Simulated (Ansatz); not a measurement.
# Lu (fcc type): how the settings move a single-point run

How sensitive is a single-point run of Lu (fcc type) to its settings? A reference run comes first, then one run with altered input.

Method: reference: DFT, PBE, PAW with Ansatz's default frozen-core files, scalar-relativistic, in Ansatz 0.2.0.

## (1) Starting point

It takes space group Fm-3m (No. 225, cubic). The conventional cell has a = 4.455 Å, b = 4.455 Å, c = 4.455 Å, α = 90.00°, β = 90.00°, γ = 90.00°. Lu (site symmetry m-3m) has 12 Lu at 3.15 Å as nearest neighbours.

Coordinates:

```cif
data_structure
_symmetry_space_group_name_H-M 'P 1'
_symmetry_Int_Tables_number 1
_cell_length_a 3.1502
_cell_length_b 3.1502
_cell_length_c 3.1502
_cell_angle_alpha 60.000
_cell_angle_beta 60.000
_cell_angle_gamma 60.000
_cell_volume 22.11
loop_
_atom_site_label
_atom_site_type_symbol
_atom_site_fract_x
_atom_site_fract_y
_atom_site_fract_z
_atom_site_occupancy
Lu1 Lu 0.00000 0.00000 0.00000 1
```

## (2) Reference

input.yaml

```yaml
crystal:
  lattice:
    - [0.0, 2.2275365686, 2.2275365686]
    - [2.2275365686, 0.0, 2.2275365686]
    - [2.2275365686, 2.2275365686, 0.0]
  atoms:
    - { symbol: Lu, position: [0.0, 0.0, 0.0] }
kpoints:
  mp_grid: { grid: [15, 15, 15] }
scf:
  occupations: { method: fermi_dirac, width: 0.1 }
hamiltonian:
  xc: pbe
  pseudopotentials: { kind: paw }
output:
  forces: true
  stress: true
  eigenvalues: true
  populations: true
```

The run is started by

```console
$ ansatz run input.yaml --threads 1 --pin off --max-ram 2048MiB --backend cpu --events-out ev --progress --plain --runs-dir out
```

## (3) Variant: symmetry.detect false, ecutwfc 33.1 Ry

Edit input.yaml of step 2 so:

```diff
@@ -7,2 +7,3 @@
     - { symbol: Lu, position: [0.0, 0.0, 0.0] }
+  symmetry: { detect: false }
 kpoints:
@@ -19 +20,3 @@
   populations: true
+basis:
+  ecutwfc: "33.1 Ry"
```

**Question.** What will these runs give? Wanted: for each run, ending; energy change; pressure; gap; force.

**Answer**, as computed:

```
                                      run     ending  energy change  pressure (GPa)  gap (eV)  force (eV/Å)  cycles     time
                                reference  converged              0            18.4      0.00          0.00       7    4.5 s
1: symmetry.detect false, ecutwfc 33.1 Ry  converged  -0.6 meV/atom            18.4      0.00          0.00       7  1.9 min
```

Residual by cycle in the longest SCF loop of each run; runs are numbered as in the table. The quantity is the density residual dr2, in eV.

```
cycle  reference    run 1
    1    0.00219  0.00223
    2     7.5e-4   4.5e-4
    3     2.4e-4   9.4e-5
    4     1.6e-5   4.0e-6
    5     2.0e-7   8.0e-8
    6     8.7e-8   1.4e-8
    7     5.7e-9   1.3e-9
```

What this shows: Changing the use of symmetry and cutoff moves the energy by -0.6 meV/atom. Cost: 1.9 min against 4.5 s. The structure is not at rest: the sound run finds 18 GPa, so these are no properties of the relaxed crystal. 
